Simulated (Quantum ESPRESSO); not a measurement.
## Ag under changes of volume

One of the cells (17.048 Å³/atom); the others are scaled copies at fixed shape and fractional positions:

```
CELL_PARAMETERS angstrom
0.00000 2.04275 2.04275
2.04275 0.00000 2.04275
2.04275 2.04275 0.00000
ATOMIC_POSITIONS crystal
Ag 0.00000 0.00000 0.00000
```

- Program: Quantum ESPRESSO 7.5
- Functional: r2SCAN
- Potentials or basis: SG15 PBE 1.2
- Cutoff: 952 eV
- Density cutoff: 3810 eV
- k mesh: 8 × 8 × 8
- Occupations: fermi-dirac, width 0.05 eV
- Spin: no spin polarisation

```tsv
volume (Å³/atom)	energy over the lowest point (meV/atom)	pressure (GPa)
16.025	?	?
16.366	17.04	6.4
16.707	6.30	3.7
17.048	0.91	1.4
17.389	0.00	-0.6
17.730	2.93	-2.3
18.071	9.37	-3.9
```

What does the run at 16.025 Å³/atom give?

Energy over the lowest point 34.00 meV/atom; pressure 9.6 GPa.

Worked out: A Birch-Murnaghan fit of order 3 (a polynomial in V^(-2/3)) to the other rows has its minimum at 17.29 Å³/atom with B0 = V·E''(V) = 97 GPa and B' = 6.4. It gives 33.77 meV/atom at 16.025 Å³/atom, against the run's 34.00, and -dE/dV = 9.4 GPa, against 9.6.

Energies are extrapolated to zero smearing.

Caveats: the potentials were made for another functional, which shifts forces and pressure.
